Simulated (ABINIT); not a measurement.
BP: relaxation of cell and atoms with PBE

The system is BP.

```
CELL_PARAMETERS angstrom
0.00000 2.26900 2.26900
2.26900 0.00000 2.26900
2.26900 2.26900 0.00000
ATOMIC_POSITIONS crystal
P 0.75000 0.75000 0.75000
B 0.00000 0.00000 0.00000
```

```
Program                                         : ABINIT 10.8.3 (patched build)
Task                                            : relaxation of cell and atoms
Functional                                      : PBE
Potentials or basis                             : JTH PAW PBE v2.0
Cutoff                                          : 408 eV
k mesh                                          : 8 × 8 × 8
Occupations                                     : fermi-dirac, width 0.05 eV
Spin                                            : no spin polarisation
Cell freedom (optcell)                          : 2
Optimiser (ionmov)                              : 22
Cutoff smearing ecutsm (Ha)                     : 0.5
Force stop (Ha/bohr)                            : 2e-05
Fine-grid cutoff                                : 816.342 eV
Exchange and correlation inside the PAW spheres : full angular mesh (pawxcdev 0, this build's default; the released program takes 1)
```

```
Relaxed volume                         : 11.80 Å³/atom
Relaxed cell                           : a = 3.219 Å, b = 3.219 Å, c = 3.219 Å, α = 60.00°, β = 60.00°, γ = 60.00°
Space group after relaxing (to 0.05 Å) : F-43m (No. 216)
Energy gained by relaxing              : 0.6 meV/atom
Ionic steps                            : 4
Pressure after relaxing                : 0.0 GPa
Band gap on the k mesh                 : 1.29 eV, indirect (least direct gap 3.39 eV)
```

Step by step:
| step | energy change (eV) | largest force (eV/Å) | pressure (GPa) | volume (Å³) |
| --- | --- | --- | --- | --- |
| 1 | 0.0000 | 0.0000 | 1.62 | 23.36 |
| 2 | -0.0009 | 0.0000 | 0.79 | 23.48 |
| 3 | -0.0012 | 0.0000 | 0.01 | 23.59 |
| 4 | -0.0012 | 0.0000 | 0.00 | 23.59 |

Final structure:
```
P B
1.0
     0.00000    2.27645    2.27645
     2.27645    0.00000    2.27645
     2.27645    2.27645    0.00000
P B
1 1
Direct
  0.75000 0.75000 0.75000
  0.00000 0.00000 0.00000
```

Run time: 23 s on 1 thread of AMD EPYC 7R43 64-Core Processor (Zen 3) (shared host), peak memory 0.09 GiB.

A k mesh can miss the band edges. PBE gaps usually lie below the measured ones, often by a third to a half.
